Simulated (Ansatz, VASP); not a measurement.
# AlNi (NiAl(110)) in two plane-wave programs, part 2 of 2

Aim: how closely do two programs agree when they are given the same cell, functional and k mesh? Of the first pair: The structure shown is the start of the Ansatz relaxation below; VASP solves that cell, so the two are compared at the walk's first step.

VASP 6.6.1 and Ansatz 0.2.0.

So far: Starting point; Ansatz: relaxation, LDA.

## Step 3: VASP: single point, LDA, start cell, pair 1

Level of this step: LDA, no spin polarisation; plane waves and PAW (Ni, Al) (VASP).

The same cell, functional (in two slightly different forms), mesh and smearing now go to VASP, with its own data sets.

Lines of VASP's logs that name or quote its potential files are left out, and so is its time.

Input file INCAR:

```
SYSTEM = AlNi
PREC = Accurate
ENCUT = 520
EDIFF = 1E-06
NELM = 120
ISMEAR = -1
SIGMA = 0.1
LREAL = .FALSE.
ALGO = Normal
GGA = PW92
NBANDS = 59
LASPH = .TRUE.
LORBIT = 11
LWAVE = .FALSE.
LCHARG = .FALSE.
ISIF = 2
LDIPOL = .TRUE.
IDIPOL = 3
DIPOL = 0.5 0.5 0.5
LVHAR = .TRUE.
GGA_COMPAT = .FALSE.
NELMDL = -8
KPAR = 4
```

Input file POSCAR:

```
AlNi
1.0
    2.8810000000      0.0000000000      0.0000000000
    0.0000000000      4.0743492732      0.0000000000
    0.0000000000      0.0000000000     28.2230478196
Ni Al
7 7
Direct
    0.0000000000      0.5000000892      0.2834562749
    0.0000000000      0.0000000892      0.3556375294
    0.0000000000      0.5000000892      0.4278187486
    0.0000000000      0.0000000892      0.5000000032
    0.0000000000      0.5000000892      0.5721812578
    0.0000000000      0.0000000892      0.6443624770
    0.0000000000      0.5000000892      0.7165437315
    0.5000000000      0.0000000892      0.2834562749
    0.5000000000      0.5000000892      0.3556375294
    0.5000000000      0.0000000892      0.4278187486
    0.5000000000      0.5000000892      0.5000000032
    0.5000000000      0.0000000892      0.5721812578
    0.5000000000      0.5000000892      0.6443624770
    0.5000000000      0.0000000892      0.7165437315
```

Input file KPOINTS:

```
Automatic mesh
0
Gamma
12 10 1
0 0 0
```

The projector-augmented-wave data sets are Ni and Al (LDA family, release 64).

Launch:

```bash
> mpirun -np 4 vasp_std
```

Numbers of over 12 decimals in the logs are rounded to 6 here.

The log of the run:

```text
[banner, memory and clock lines left out]
running    4 mpi-ranks, on    1 nodes
 distrk:  each k-point on    1 cores,    4 groups
 distr:  one band on    1 cores,    1 groups

 POSCAR found type information on POSCAR NiAl
 POSCAR found :  2 types and      14 ions
|                                                                             |
|               ----> ADVICE to this user running VASP <----                  |
|                                                                             |
|     You enforced a specific xc type in the INCAR file but a different       |
|     [... a line on the potential file left out ...]
|     I HOPE YOU KNOW WHAT YOU ARE DOING!                                     |
|                                                                             |

 LDA part: xc-table for (Slater(with rela. corr.)+PW92), standard interpolation
 POSCAR, INCAR and KPOINTS ok, starting setup
 FFT: planning ... GRIDC
 FFT: planning ... GRID_SOFT
 FFT: planning ... GRID
 WAVECAR not read
 entering main loop
       N       E                     dE             d eps       ncg     rms          rms(c)
DAV:   1     0.635037712037E+03    0.63504E+03   -0.37512E+04  4956   0.150E+03
DAV:   2    -0.327115021414E+02   -0.66775E+03   -0.64320E+03  5030   0.354E+02
DAV:   3    -0.902322661614E+02   -0.57521E+02   -0.55314E+02  5518   0.142E+02
DAV:   4    -0.920694787957E+02   -0.18372E+01   -0.18140E+01  5936   0.245E+01
DAV:   5    -0.921474078958E+02   -0.77929E-01   -0.77795E-01  6864   0.405E+00
DAV:   6    -0.921500157121E+02   -0.26078E-02   -0.26071E-02  6938   0.718E-01
DAV:   7    -0.921501426166E+02   -0.12690E-03   -0.12690E-03  7424   0.127E-01
DAV:   8    -0.921501466789E+02   -0.40623E-05   -0.40624E-05  6504   0.207E-02    0.302E+01
DAV:   9    -0.105411976768E+03   -0.13262E+02   -0.26069E+02  6256   0.176E+02    0.469E+01
DAV:  10    -0.847525188169E+02    0.20659E+02   -0.66177E+01  6221   0.924E+01    0.138E+01
DAV:  11    -0.832804263759E+02    0.14721E+01   -0.26349E+01  6908   0.619E+01    0.125E+01
DAV:  12    -0.831434795575E+02    0.13695E+00   -0.20981E+01  6498   0.521E+01    0.101E+01
DAV:  13    -0.830117173438E+02    0.13176E+00   -0.90575E+00  6687   0.353E+01    0.970E+00
DAV:  14    -0.822932624510E+02    0.71845E+00   -0.31540E+00  7444   0.290E+01    0.264E+00
[...]
DAV:  26    -0.822190653820E+02   -0.63702E-04   -0.18756E-05  6463   0.411E-02    0.977E-03
DAV:  27    -0.822190964918E+02   -0.31110E-04   -0.10660E-05  5244   0.228E-02    0.895E-03
DAV:  28    -0.822191222835E+02   -0.25792E-04   -0.18097E-06  3584   0.107E-02    0.745E-03
DAV:  29    -0.822191549689E+02   -0.32685E-04   -0.15223E-06  3607   0.116E-02    0.856E-03
DAV:  30    -0.822191832211E+02   -0.28252E-04   -0.26641E-06  3811   0.114E-02    0.375E-03
DAV:  31    -0.822191880079E+02   -0.47869E-05   -0.41219E-07  3479   0.549E-03    0.341E-03
DAV:  32    -0.822191915107E+02   -0.35027E-05   -0.32022E-07  3325   0.447E-03    0.134E-03
DAV:  33    -0.822191924479E+02   -0.93718E-06   -0.12997E-07  3120   0.163E-03
   1 F= -.82219192E+02 E0= -.82109687E+02  d E =-.219010E+00
```

From OUTCAR (step 3):

```text
ion  position               nearest neighbor table
   1  0.000  0.500  0.283-   8 2.50   8 2.50   8 2.50   8 2.50   9 2.50   9 2.50   2 2.88   2 2.88

  LATTYP: Found a simple orthorhombic cell.
 ALAT       =     2.8810000000
 B/A-ratio  =     1.4142135624
 C/A-ratio  =     9.7962678999

 Subroutine GETGRP returns: Found  8 space group operations
 (whereof  8 operations were pure point group operations)

The static configuration has the point symmetry D_2h.

 Found     42 irreducible k-points:

   k-points           NKPTS =     42   k-points in BZ     NKDIM =     42   number of bands    NBANDS=     59

   dimension x,y,z NGX =    24 NGY =   30 NGZ =  210
   dimension x,y,z NGXF=    48 NGYF=   60 NGZF=  420

   ENCUT  =  520.0 eV  38.22 Ry    6.18 a.u.   5.36  7.58 52.48*2*pi/ulx,y,z

   NELECT =      91.0000    total number of electrons

 k-points in reciprocal lattice and weights: Automatic mesh
   0.00000000  0.00000000  0.00000000       0.008
   0.08333333  0.00000000  0.00000000       0.017
   0.16666667  0.00000000  0.00000000       0.017
   0.25000000  0.00000000  0.00000000       0.017
   0.33333333  0.00000000  0.00000000       0.017
   0.41666667  0.00000000  0.00000000       0.017
   0.50000000  0.00000000  0.00000000       0.008
   0.00000000  0.10000000  0.00000000       0.017
   0.08333333  0.10000000  0.00000000       0.033
[...]
0.41666667  0.50000000  0.00000000       0.017
   0.50000000  0.50000000  0.00000000       0.008

 dipolmoment           0.000000      0.000000     -0.000004 electrons x Angstroem

 average (electrostatic) potential at core
       1 -88.4532       2 -88.8468       3 -88.8848       4 -88.8688       5 -88.8849
       6 -88.8468       7 -88.4533       8 -75.7074       9 -75.7124      10 -75.7704
      11 -75.7666      12 -75.7704      13 -75.7124      14 -75.7074

 E-fermi :   2.4253

 k-point     1 :       0.0000    0.0000    0.0000
  band No.  band energies     occupation
    ...
     41       1.2684      1.99998
     42       1.2697      1.99998
     43       1.2710      1.99998
     44       1.3426      1.99996
     45       1.8238      1.99513
     46       2.5455      0.46226
     47       3.4939      0.00005
     48       4.2356      0.00000
     49       4.5525      0.00000
     50       4.6357      0.00000
    ...

 k-point     2 :       0.0833    0.0000    0.0000
  band No.  band energies     occupation
    ...
     41       1.3073      1.99997
     42       1.3956      1.99993
     43       1.4293      1.99991
     44       1.4583      1.99987
     45       1.9853      1.97575
     46       2.7253      0.09487
     47       3.6659      0.00001
     48       4.2731      0.00000
     49       4.5962      0.00000
     50       4.7953      0.00000
    ...

 k-point     3 :       0.1667    0.0000    0.0000
  band No.  band energies     occupation
    ...
     41       1.3452      1.99996
     42       1.6689      1.99896
     43       1.8040      1.99600
     44       1.8471      1.99386
     45       2.4342      0.95563
     46       3.2060      0.00081
     47       4.1360      0.00000
     48       4.3826      0.00000
     49       4.7144      0.00000
     50       4.9691      0.00000
    ...

  Total      -13.4219856    -12.2751992     -8.1175444     -0.0000000      0.0000000      0.0000000
  in kB      -64.9115419    -59.3654419    -39.2581497     -0.0000000      0.0000000      0.0000000
  external PRESSURE =     -54.5117112 kB  Pullay stress =       0.0000000 kB

  energy-cutoff  :      520.00
  volume of cell :      331.29
      direct lattice vectors                 reciprocal lattice vectors
     2.881000000  0.000000000  0.000000000     0.347101701  0.000000000  0.000000000
     0.000000000  4.074349273  0.000000000     0.000000000  0.245437966  0.000000000
     0.000000000  0.000000000 28.223047820     0.000000000  0.000000000  0.035432034

 POSITION                                       TOTAL-FORCE (eV/Angst)
 -----------------------------------------------------------------------------------
      0.00000      2.03718      8.00000         0.000000      0.000000      0.970709
      0.00000      0.00000     10.03717         0.000000      0.000000      0.281399
      0.00000      2.03718     12.07435         0.000000      0.000000     -0.046513
      0.00000      0.00000     14.11152         0.000000      0.000000     -0.000000
      0.00000      2.03718     16.14870         0.000000      0.000000      0.046513
      0.00000      0.00000     18.18587         0.000000      0.000000     -0.281399
      0.00000      2.03718     20.22305         0.000000      0.000000     -0.970709
      1.44050      0.00000      8.00000        -0.000000      0.000000     -0.231730
      1.44050      2.03718     10.03717         0.000000      0.000000     -0.369848
      1.44050      0.00000     12.07435         0.000000      0.000000     -0.000079
      1.44050      2.03718     14.11152         0.000000      0.000000     -0.000000
      1.44050      0.00000     16.14870         0.000000      0.000000      0.000079
      1.44050      2.03718     18.18587         0.000000      0.000000      0.369848
      1.44050      0.00000     20.22305         0.000000      0.000000      0.231730
 -----------------------------------------------------------------------------------
    total drift:                                0.000000      0.000013     -0.000419

  FREE ENERGIE OF THE ION-ELECTRON SYSTEM (eV)
  ---------------------------------------------------
  free  energy   TOTEN  =       -82.2191924479 eV

  energy  without entropy=      -82.0001825299  energy(sigma->0) =      -82.10968749

 vacuum level on the upper side and lower side of the slab         7.550         7.550

 total charge
# of ion       s       p       d       tot
------------------------------------------
    1        0.463   0.402   8.444   9.309
    2        0.488   0.509   8.492   9.489
    3        0.482   0.514   8.496   9.492
    4        0.482   0.515   8.496   9.493
    5        0.482   0.514   8.496   9.492
    6        0.488   0.509   8.492   9.489
    7        0.463   0.402   8.444   9.309
    8        0.422   0.371   0.000   0.792
    9        0.392   0.413   0.000   0.805
   10        0.390   0.417   0.000   0.807
   11        0.389   0.418   0.000   0.807
   12        0.390   0.417   0.000   0.807
   13        0.392   0.413   0.000   0.805
   14        0.422   0.371   0.000   0.792
--------------------------------------------------
tot          6.143   6.186  59.359  71.688

[... 3 further parts left out ...]
```

This run has no spin polarisation, so a moment on Ni, if there is one, isn't seen. Its electron count is odd, so without a moment it is a metal by construction.

## Step 4: Comparison

Known differences besides the potentials themselves: the data sets hold 147 valence electrons in Ansatz (on its default PAW (the set named soft_2) files) and 91 in VASP; the cutoff is 420 eV in Ansatz and 520 eV in VASP; VASP's log shows a relativistic correction to its local exchange, Ansatz's none. Total energies have different zeros and are not compared.

Forces on 7 of the 14 atoms, those with the largest forces and the largest differences (eV/Å; atoms numbered as in POSCAR):

```
atom        Ansatz x, y, z          VASP x, y, z
 Ni1   0.000, 0.000, 0.993   0.000, 0.000, 0.971
 Ni2   0.000, 0.000, 0.284   0.000, 0.000, 0.281
 Ni6  0.000, 0.000, -0.284  0.000, 0.000, -0.281
 Ni7  0.000, 0.000, -0.993  0.000, 0.000, -0.971
 Al8  0.000, 0.000, -0.238  0.000, 0.000, -0.232
 Al9  0.000, 0.000, -0.375  0.000, 0.000, -0.370
Al13   0.000, 0.000, 0.375   0.000, 0.000, 0.370
```

The forces differ by 5.2 meV/Å r.m.s., which is 2.2 % of the r.m.s. force of 0.240 eV/Å (both taken over all components). Where the cell holds vacuum, a pressure given here is an average over it and none of the material.

## Step 5: Ansatz: relaxation, LDA

This run makes the geometry at which the two programs are then compared.

The structure compared here is the end of the Ansatz relaxation.

This is the run of step 2 again, met here at its other cell.

## Step 6: VASP: single point, LDA, relaxed atoms in a fixed cell, pair 2

The same cell, functional (in two slightly different forms), mesh and smearing now go to VASP, with its own data sets.

INCAR is that of step 3.

Input file POSCAR:

```
AlNi
1.0
    2.8810000000      0.0000000000      0.0000000000
    0.0000000000      4.0743492732      0.0000000000
    0.0000000000      0.0000000000     28.2230478196
Ni Al
7 7
Direct
    0.0000000000      0.5000000000      0.2934927311
    0.0000000000      0.0000000000      0.3603532208
    0.0000000000      0.5000000000      0.4294346950
    0.0000000000      0.0000000000      0.4999999986
    0.0000000000      0.5000000000      0.5705653021
    0.0000000000      0.0000000000      0.6396467763
    0.0000000000      0.5000000000      0.7065072660
    0.5000000000      0.0000000000      0.2872308352
    0.5000000000      0.5000000000      0.3595546876
    0.5000000000      0.0000000000      0.4300117858
    0.5000000000      0.5000000000      0.4999999986
    0.5000000000      0.0000000000      0.5699882113
    0.5000000000      0.5000000000      0.6404453094
    0.5000000000      0.0000000000      0.7127691619
```

KPOINTS is that of step 3.

Launch:

```bash
> mpirun -np 4 vasp_std
```

The log of the run:

```text
[banner, memory and clock lines left out]
running    4 mpi-ranks, on    1 nodes
[...]
[... a notice as in an earlier step ...]

 LDA part: xc-table for (Slater(with rela. corr.)+PW92), standard interpolation
 POSCAR, INCAR and KPOINTS ok, starting setup
[...]
entering main loop
       N       E                     dE             d eps       ncg     rms          rms(c)
DAV:   1     0.643049123677E+03    0.64305E+03   -0.37688E+04  4956   0.151E+03
DAV:   2    -0.323547920691E+02   -0.67540E+03   -0.65054E+03  5052   0.355E+02
DAV:   3    -0.908010196987E+02   -0.58446E+02   -0.56371E+02  5519   0.145E+02
DAV:   4    -0.926257372632E+02   -0.18247E+01   -0.18042E+01  5888   0.248E+01
[...]
DAV:  33    -0.824768438072E+02   -0.17364E-05   -0.11818E-07  3079   0.262E-03    0.461E-04
DAV:  34    -0.824768449598E+02   -0.11527E-05   -0.89045E-08  3167   0.133E-03    0.198E-04
DAV:  35    -0.824768450296E+02   -0.69780E-07   -0.15150E-08  3112   0.106E-03
   1 F= -.82476845E+02 E0= -.82374093E+02  d E =-.205504E+00
```

Parts of OUTCAR (step 6):

```text
  Total       -8.9828831    -11.4706887      0.1828195      0.0000000      0.0000000      0.0000000
  in kB      -43.4431095    -55.4746600      0.8841534      0.0000000      0.0000000      0.0000000
  external PRESSURE =     -32.6778720 kB  Pullay stress =       0.0000000 kB

 POSITION                                       TOTAL-FORCE (eV/Angst)
 -----------------------------------------------------------------------------------
      0.00000      2.03717      8.28326         0.000000      0.000000     -0.025597
      0.00000      0.00000     10.17027        -0.000000     -0.000000     -0.005256
      0.00000      2.03717     12.11996        -0.000000     -0.000000      0.003056
      0.00000      0.00000     14.11152        -0.000000     -0.000000      0.000000
      0.00000      2.03717     16.10309        -0.000000     -0.000000     -0.003056
      0.00000      0.00000     18.05278        -0.000000      0.000000      0.005256
      0.00000      2.03717     19.93979        -0.000000      0.000000      0.025597
      1.44050      0.00000      8.10653        -0.000000     -0.000000      0.003879
      1.44050      2.03717     10.14773        -0.000000     -0.000000      0.012044
      1.44050      0.00000     12.13624        -0.000000     -0.000000      0.001263
      1.44050      2.03717     14.11152        -0.000000     -0.000000      0.000000
      1.44050      0.00000     16.08680        -0.000000     -0.000000     -0.001263
      1.44050      2.03717     18.07532        -0.000000     -0.000000     -0.012044
      1.44050      0.00000     20.11652        -0.000000     -0.000000     -0.003879
 -----------------------------------------------------------------------------------
    total drift:                                0.000000      0.000000      0.000192

  FREE ENERGIE OF THE ION-ELECTRON SYSTEM (eV)
  ---------------------------------------------------
  free  energy   TOTEN  =       -82.4768450296 eV

  energy  without entropy=      -82.2713410854  energy(sigma->0) =      -82.37409306

[... 2 parts as in an earlier step ...]

[... 1 further part left out ...]
[key lines of the parts left out:]
E-fermi :   2.4804
```

## Step 7: Comparison

What differs besides the data sets and the points named for the pairs above, as far as they apply: the data sets hold 147 valence electrons in Ansatz (on its default PAW (the set named soft_2) files) and 91 in VASP. Total energies have different zeros and are not compared.

The two programs side by side:

```
                                   quantity  Ansatz  VASP  difference
 work function, lower of the two faces (eV)    4.97  4.97        0.00
work function, higher of the two faces (eV)    4.97  4.97        0.00
```

The largest component of a force difference here is 26 meV/Å. Where the cell holds vacuum, a pressure given here is an average over it and none of the material.

## Step 8: Summary of results

```json
{"r.m.s. force difference (single point, LDA, start cell, pair 1)": "2.2 % of the r.m.s. force", "difference in work function, higher of the two faces (single point, LDA, relaxed atoms in a fixed cell, pair 2)": "0.0015 eV", "r.m.s. force difference (single point, LDA, relaxed atoms in a fixed cell, pair 2)": "6.3 meV/Å"}
```

In words: The r.m.s. force difference is 2.2 % of the r.m.s. force (single point, LDA, start cell, pair 1), within the 3 % picked in this series as the mark of a large difference. The data sets hold unlike numbers of valence electrons (147 in Ansatz and 91 in VASP), so part of the differences may come from the potentials. How closely two codes agree says nothing of how well the functional describes the real material.

[Lines on the potential files, build, host, timing and source positions are cut from VASP's logs without a mark.]

[Logs are printed without paths, hosts, clocks, repeated set-up lines and the standing remarks that a program may print on its own settings, such as how far it seeks lower states.]

[Hosts, paths, dates, database ids (printed as entryN), source tags and the programs' standing remarks are cut or masked in the printed files.]
